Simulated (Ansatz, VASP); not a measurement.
# Two plane-wave programs on PbO2

```
Pb O
1.0
     0.00000    2.66547    2.66547
     2.66547    0.00000    2.66547
     2.66547    2.66547    0.00000
Pb O
1 2
Cartesian
  0.0000 0.0000 0.0000
  3.9982 3.9982 3.9982
  1.3327 1.3327 1.3327
```

Change from the starting cell: volume scaled by 0.96.

Alike in both runs: task single point; functional PBEsol; k mesh 9 × 9 × 9; occupations fermi-dirac, width 0.05 eV; no spin polarisation.

|  | VASP | Ansatz |
| --- | --- | --- |
| version | VASP 6.6.1 | Ansatz 0.2.0 |
| potentials or method | VASP PAW PBE potentials, release 64 (Pb_d, O) | Ansatz PAW |
| plane-wave cutoff (eV) | 520 | 420 |
| valence electrons in the cell | 26 | 26 |

|  | VASP | Ansatz | Ansatz less VASP |
| --- | --- | --- | --- |
| gap on the k mesh at the Fermi level (eV) | none | none | - |
| pressure (GPa) | 0.3 | 0.0 | -0.26 |

A gap of «none» marks a metal or a gap that the smearing closes.

Caveats: the PAW data sets were made with another functional, which shifts forces and pressure a little (VASP); the pressure holds a Pulay correction of +0.7 GPa for the finite cutoff (Ansatz); the PAW data sets come from PBE, with cores solved anew for the run's functional, which leaves a small shift of forces and pressure (Ansatz). Spin-orbit coupling is left out, which matters for the levels of Pb.
